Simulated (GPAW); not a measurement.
A run of GPAW 26.7.0:

run.py

```python
from ase import Atoms
from ase.dft.bandgap import bandgap
from ase.io import write
from ase.units import GPa
from gpaw import GPAW, PW

atoms = Atoms(['Ce'],
              cell=[[-1.9432985503, 1.9432985503, 1.9432985503],
                    [1.9432985503, -1.9432985503, 1.9432985503],
                    [1.9432985503, 1.9432985503, -1.9432985503]],
              scaled_positions=[[0.0, 0.0, 0.0]],
              pbc=True)
atoms.set_initial_magnetic_moments([1.0])

calc = GPAW(mode=PW(800),
            xc='MGGA_X_TPSS+MGGA_C_TPSS',
            kpts={'size': (10, 10, 10), 'gamma': True},
            occupations={'name': 'fermi-dirac', 'width': 0.05},
            nbands=17,
            convergence={'density': 1e-05, 'energy': 1e-05},
            eigensolver='davidson',
            maxiter=150,
            txt='gpaw.txt')
atoms.calc = calc
energy = atoms.get_potential_energy()
forces = atoms.get_forces()
stress = atoms.get_stress()
calc.write('gs.gpw')
write('result.traj', atoms)
print(f'Energy: {energy:.6f} eV')
print('Forces (eV/A):')
print(forces.round(4))
print('Stress (GPa):', (stress / GPa).round(3))
print('Moments:', calc.get_magnetic_moments().round(3))
print('Fermi level:', round(calc.get_fermi_level(), 4), 'eV')
print(f'Gap: {bandgap(calc)[0]:.4f} eV, direct: {bandgap(calc, direct=True)[0]:.4f} eV')

path = atoms.cell.bandpath('GHNGPH,PN', npoints=80, eps=1e-4)
bs_calc = calc.fixed_density(kpts=path, symmetry='off', nbands=26,
                             convergence={'bands': 'CBM+6.0', 'eigenstates': 1e-6}, txt='bands.txt')
bs = bs_calc.band_structure()
bs.write('bs.json')
print(f'Gap on the path: {bandgap(bs_calc)[0]:.4f} eV')
```

Potentials or basis: GPAW PAW data sets (gpaw-data 1.2.1), pw.

Command:

```sh
$ OMP_NUM_THREADS=1 python run.py
```

Hardware: 1 thread of Intel(R) Xeon(R) Platinum 8375C CPU @ 2.90GHz (Ice Lake), on a shared host.

**Question.** Estimate the wall time of this run.

**Answer.** Wall time 6.7 min on 1 thread of Intel(R) Xeon(R) Platinum 8375C CPU @ 2.90GHz (Ice Lake), with other jobs on the host, peak memory 1.1 GiB. Counts: scf iterations 29, plane waves 1526, bands 17, k points 47.
